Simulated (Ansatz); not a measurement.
# ZrSe2 (CdI2 type): other levels of theory at one geometry

One table from this session's results is given with a row withheld; the runs are named, their logs left out.

Computed with Ansatz 0.2.0 (DFT at several levels, plane waves, PAW, unless a step's input says otherwise).

3 further runs of the same task are left out: 1 that didn't finish, 2 set aside as unsound or not needed. Runs told in other sessions of the task aren't counted.

## The system as given

The structure is trigonal, space group P-3m1 (No. 164). The conventional cell has a = 3.799 Å, b = 3.799 Å, c = 6.821 Å, α = 90.00°, β = 90.00°, γ = 120.00°. Around Zr (site symmetry -3m) lie 6 Se at 2.70 Å. Around Se (site symmetry 3m) lie 3 Zr at 2.70 Å.

Coordinates:

```
CELL_PARAMETERS angstrom
3.79887 0.00000 0.00000
-1.89944 3.28992 0.00000
0.00000 0.00000 6.82145
ATOMIC_POSITIONS crystal
Zr 0.00000 0.00000 0.00000
Se 0.33333 0.66667 0.23203
Se 0.66667 0.33333 0.76797
```

This cell comes from an earlier session at PBE: 28.418 Å³/atom at 0.01 GPa, on a 10×10×6 mesh, mesh gap 0.41 eV.

Levels to run: PBE+SOC; r²SCAN; PBEsol; LDA; HSE06. Hardware: 2 threads of Arm Neoverse V1, shared host.

The first run:

input.yaml reads:

```yaml
crystal:
  lattice:
    - [3.7988724335, 0.0, 0.0]
    - [-1.8994362167, 3.2899200331, 0.0]
    - [0.0, 0.0, 6.8214496664]
  atoms:
    - { symbol: Zr, position: [0.0, 0.0, 0.0] }
    - { symbol: Se, position: [0.3333333333, 0.6666666667, 0.2320287056] }
    - { symbol: Se, position: [0.6666666667, 0.3333333333, 0.7679712944] }
basis:
  ecutwfc: 420
  ecutrho_ratio: 4
kpoints:
  mp_grid: { grid: [10, 10, 6] }
hamiltonian:
  xc: pbe
scf:
  occupations: { method: gaussian, width: 0.05 }
output:
  forces: true
  stress: true
  eigenvalues: true
  populations: true
  dos: { projected: true, de: 0.02 }
  write_density: true
  write_potential: true
  elf: true
  volumetric_format: npy
magnetization:
  noncollinear: true
  spin_orbit: true
```

On the command line:

```sh
$ ansatz run input.yaml --threads 2 --pin off --max-ram 2662MiB --backend cpu --events-out ev --progress --plain --runs-dir out
```

Among the steps run: PBE+SOC; r²SCAN; PBEsol; LDA; HSE06.

One table of the session follows, with a row left open; its other results are not shown here.

| level | gap on the mesh (eV) | pressure (GPa) |
| --- | --- | --- |
| PBE | 0.41 | 0.0 |
| LDA | 0.32 | -4.4 |
| PBEsol | 0.35 | -2.6 |
| PBE+SOC | 0.25 | 0.0 |
| r²SCAN | 0.72 | -0.6 |
| HSE06 | ? | ? |

Q: Estimate the row for HSE06 from the others.

As computed: gap on the mesh (eV): 1.06; pressure (GPa): -1.0. In the column «gap on the mesh (eV)» it is the highest.

The pressure runs from -4.4 GPa (LDA) to 0.0 GPa (PBE+SOC); a negative pressure means that level wants a smaller cell, a positive one a larger cell. The gap is widest with HSE06 (1.06 eV) and narrowest with PBE+SOC (0.25 eV). Total energies of different levels have different zeros and can't be compared.

Caveats from the session: Warnings in the runs' records: stress scf threshold loose, stress exchange threshold loose.
